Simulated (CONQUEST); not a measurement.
**GaN under changes of volume**

One of the cells (11.444 Å³/atom); the others are scaled copies at fixed shape and fractional positions:

```
CELL_PARAMETERS angstrom
3.18693 0.00000 0.00000
0.00000 3.18693 0.00000
0.00000 0.00000 4.50700
ATOMIC_POSITIONS crystal
Ga 0.00000 0.00000 0.00000
Ga 0.50000 0.50000 0.50000
N 0.00000 0.50000 0.75000
N 0.50000 0.00000 0.25000
```

The cell is a database's computed one.

```yaml
Program: CONQUEST 1.3
Functional: PBE
Potentials_or_basis: PseudoDojo NC PBE, SZP, grid of 36 × 36 × 48 points
k_mesh: 8 × 8 × 6
Occupations: fermi-dirac, width 0.05 eV
Spin: no spin polarisation
```

```tsv
volume (Å³/atom)	energy over the lowest point (meV/atom)	pressure (GPa)	gap on the mesh (eV)
10.757	91.84	24.4	2.70
10.986	60.57	19.2	2.53
11.215	36.93	13.7	2.37
11.444	?	?	?
11.673	8.42	6.3	2.05
11.902	1.84	3.0	1.90
12.131	0.00	-0.3	1.75
```

What does the run at 11.444 Å³/atom give?

Energy over the lowest point 20.01 meV/atom; pressure 9.9 GPa; gap on the mesh 2.20 eV.

Worked out: A Birch-Murnaghan fit of order 3 (a polynomial in V^(-2/3)) to the other rows has its minimum at 12.13 Å³/atom with B0 = V·E''(V) = 142 GPa and B' = 6.2. It gives 19.75 meV/atom at 11.444 Å³/atom, against the run's 20.01, and -dE/dV = 9.9 GPa, against 9.9. A straight line through the other rows of the gap, of slope -7.9 eV per unit of ln V, gives 2.21 eV, against the run's 2.20.

Energies are extrapolated to zero smearing.

Caveats: the atomic basis is small; the basis of atomic orbitals isn't converged, which shifts pressures, moduli and gaps; the real-space grid breaks the cell's symmetry a little (some runs).

A mesh can miss the band edges. Spin-orbit coupling on Ga is left out.
